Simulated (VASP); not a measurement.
**AlRu: relaxation of cell and atoms with optB86b-vdW**

The system is AlRu.

```
Ru Al
1.0
     2.99160    0.00000    0.00000
     0.00000    2.99160    0.00000
     0.00000    0.00000    2.99160
Ru Al
1 1
Direct
  0.50000 0.50000 0.50000
  0.00000 0.00000 0.00000
```

```yaml
Program: VASP 6.6.1
Task: relaxation of cell and atoms
Functional: optB86b-vdW
Potentials_or_basis: VASP PAW PBE potentials, release 64 (Ru_pv, Al)
Cutoff: 600 eV
k_mesh: 9 × 9 × 9
Occupations: fermi-dirac, width 0.05 eV
Spin: no spin polarisation
Further_INCAR_settings: ALGO = Normal; EDIFF = 1e-06; IBRION = 2; EDIFFG = -0.01; NSW = 40; ISIF = 3
```

- Relaxed volume: 13.37 Å³/atom
- Relaxed cell: a = 2.990 Å, b = 2.990 Å, c = 2.990 Å, α = 90.00°, β = 90.00°, γ = 90.00°
- Space group after relaxing (to 0.05 Å): Pm-3m (No. 221)
- Energy gained by relaxing: 0.0 meV/atom
- Ionic steps: 3
- Pressure after relaxing: 0.0 GPa
- Band gap on the k mesh: none (metal or under the smearing width)

Final structure:
```
CELL_PARAMETERS angstrom
2.99000 0.00000 0.00000
0.00000 2.99000 0.00000
0.00000 0.00000 2.99000
ATOMIC_POSITIONS crystal
Ru 0.50000 0.50000 0.50000
Al 0.00000 0.00000 0.00000
```

Levels at points of the mesh, in eV from the Fermi level:
```
           k point  band 5  band 6  band 7  band 8  band 9  band 10  band 11  band 12
(0.00, 0.00, 0.00)   -3.49   -3.49    0.23    0.23    0.23     6.17     6.17     6.17
```

Wall time 33 s on 1 thread of Intel(R) Xeon(R) 6975P-C (Granite Rapids), on a shared host, peak memory 0.27 GiB.

Caveat: the PAW data sets were made with another functional, which shifts forces and pressure a little.
